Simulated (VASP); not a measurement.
Input of a VASP 6.6.1 run:

File INCAR:

```
SYSTEM = Hf2Si
PREC = Accurate
ENCUT = 520
EDIFF = 1E-6
ISMEAR = 0
SIGMA = 0.1
LREAL = .FALSE.
LASPH = .TRUE.
NELM = 100
ALGO = Normal
ISIF = 2
LWAVE = .FALSE.
LCHARG = .FALSE.
METAGGA = R2SCAN
LMIXTAU = .TRUE.
```

The input KPOINTS:

```
Automatic mesh
0
G
  10 10 10
  0 0 0
```

Contents of POSCAR:

```
Hf2Si
1.0
   -3.2543800000      3.2543800000      2.5703800000
    3.2543800000     -3.2543800000      2.5703800000
    3.2543800000      3.2543800000     -2.5703800000
Hf Si
4 2
Direct
    0.3433500000      0.1566500000      0.5000000000
    0.8433400000      0.3433400000      0.1866900000
    0.6566500000      0.8433400000      0.5000000000
    0.1566500000      0.6566600000      0.8133100000
    0.2500000000      0.2500000000      0.0000000000
    0.7500000000      0.7500000000      0.0000000000
```

Potentials or basis: VASP PAW PBE potentials, release 64 (Hf_pv, Si).

Launch:

```bash
$ cat potpaw_PBE.64/Hf_pv/POTCAR potpaw_PBE.64/Si/POTCAR > POTCAR
$ mpirun -np 1 vasp_std > vasp.out
```

Problem. Estimate the band gap on the k mesh.

Solution. None (metal or under the smearing width).

Problem. What does it give for the pressure?

Solution. 2.7 GPa.

Problem. Estimate the largest force.

Solution. 0.037 eV/Å.

Forces on the atoms (eV/Å):
```
Hf  -0.026  0.026  0.000
Hf   0.026  0.026  0.000
Hf   0.026 -0.026  0.000
Hf  -0.027 -0.026  0.000
Si   0.000  0.000  0.000
Si   0.000  0.000  0.000
```

Caveat: the PAW data sets were made with another functional, which shifts forces and pressure a little. The run has no spin-orbit coupling, so splittings on Hf are missing.
